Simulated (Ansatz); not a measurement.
**ZnO: from supercell energies to defect levels (O vacancy)**

The calculation used DFT PBE, scalar-relativistic, plane waves, PAW in Ansatz. Run with 420 eV cutoff, 2×2×2 k-mesh, Gaussian smearing of 0.01 eV, collinear spin in charge +1 alone.

Host crystal, relaxed:

```xyz
4
Lattice="3.2794 0.0000 0.0000 -1.6397 2.8400 0.0000 0.0000 0.0000 5.2932" Properties=species:S:1:pos:R:3 pbc="T T T"
Zn    1.6397    0.9467    2.6498
Zn    0.0000    1.8934    0.0032
O     1.6397    0.9467    4.6565
O     0.0000    1.8934    2.0099
```

The O vacancy was set at (0.667, 0.333, 0.880) of the host cell, in a supercell of 48 sites (592 Å³), relaxed at fixed cell in each charge q. The host's Kohn–Sham gap is 0.74 eV and its static dielectric constant 10.9 (mean). For each charge: the supercell's free energy over the neutral one with q electrons exchanged at the valence band top, F(q) − F(0) + qE_v; the image-charge term; and the term that aligns the potential far from the defect with the host's.

```tsv
q	F(q) − F(0) + qE_v (eV)	image charge (eV)	alignment (eV)
+2	-1.870	0.895	-0.482
+1	-0.605	0.224	-0.164
0	0.000	0.000	0.000
```

Q: Add the terms and find the levels between neighbouring charges, ε(q/q′) = [A(q′) − A(q)]/(q − q′), with and without the two corrections.

A: A(q): -1.458 eV for +2, -0.546 eV for +1, 0.000 eV for 0.
```tsv
level	corrected (eV over E_v)	uncorrected (eV)
(+2/+1)	0.91	1.27
(+1/0)	0.55	0.60
```

As a check, a point charge in a simple cubic cell of this volume has q²αe²/(2εL) = 0.223 q² eV (e² = 14.40 eV Å, α = 2.837, L = 8.39 Å); the shape of the real cell and the anisotropy of ε can change it somewhat. The term grows as q², so it pushes donor levels down and acceptor levels up.

Q: Which of these charges is lowest with the Fermi level at the valence band top, at mid-gap and at the conduction band bottom?

A: The line A(q) + qE_F that lies lowest gives the charge: +2 at E_F = 0.00 eV, +2 at E_F = 0.37 eV, 0 at E_F = 0.74 eV. The level (+2/+1) lies above (+1/0), so charge +1 is never the lowest: a negative-U pattern, with a direct (+2/0) level at 0.73 eV. (+2/+1) falls outside this Kohn–Sham gap, so the change of charge isn't reached within it; the real gap is usually wider and may hold a localised level, while a level that comes from a carrier in the host's bands only marks the band edge and moves with it. In charge +1 the cell has partly filled levels, from a carrier spread over the host's bands, a defect level that the small cell broadens into a band, or a degenerate defect level that the symmetric start can't split, so the levels beside it are doubtful. Charges beyond those computed could lie lower near the band edges.

Q: The neutral defect forms at 3.64 eV with atoms taken from and returned to the elements. What are the formation energies at those three Fermi levels, and what share of sites would hold the defect at 1200 K with E_F at mid-gap, if the host still stood at that temperature?

A: E_f = E_f(0) + A(q) + qE_F = 2.19, 2.93, 3.64 eV. In the dilute limit the share is exp(−E_f/k_BT) = exp(−2.930/0.1034) = 4.9×10⁻¹³, leaving out degeneracy and vibrational entropy. This is the O-rich limit; a poorer supply of O lowers E_f, in a binary host by up to its heat of formation per O atom. The small cell and the narrow Kohn–Sham gap leave errors of tenths of an eV or more, which change the share by orders of magnitude.